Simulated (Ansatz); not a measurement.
A run of Ansatz 0.2.0 is set up as follows.

input.yaml

```yaml
crystal:
  lattice:
    - [0.0, 2.256, 2.256]
    - [2.256, 0.0, 2.256]
    - [2.256, 2.256, 0.0]
  atoms:
    - { symbol: Hf, position: [0.0, 0.0, 0.0] }
    - { symbol: "N", position: [0.5, 0.5, 0.5] }
kpoints:
  mp_grid: { grid: [10, 10, 10] }
scf:
  occupations: { method: fermi_dirac, width: 0.05 }
hamiltonian:
  xc: pbesol
  pseudopotentials: { kind: all_electron, lapw: { basis_error: 0.001 } }
output:
  forces: true
  stress: true
relax:
  f_tol: 0.005
  max_steps: 60
  cell: { p_target: 20 }
```

Potentials or basis: all-electron LAPW, scalar-relativistic.

The run is started by

```sh
$ ansatz run input.yaml --threads 1 --pin off --max-ram 3072MiB --backend cpu --events-out ev --progress --plain --runs-dir out
```

Predict the relaxed volume.

10.72 Å³/atom.

Estimate the space group after relaxing (to 0.05 Å).

Fm-3m (No. 225).

Final structure:
```xyz
2
Lattice="0.0000 2.2051 2.2051 2.2051 0.0000 2.2051 2.2051 2.2051 0.0000" Properties=species:S:1:pos:R:3 pbc="T T T"
Hf    0.0000    0.0000    0.0000
N     2.2051    2.2051    2.2051
```

The run has no spin-orbit coupling, so splittings on Hf are missing.
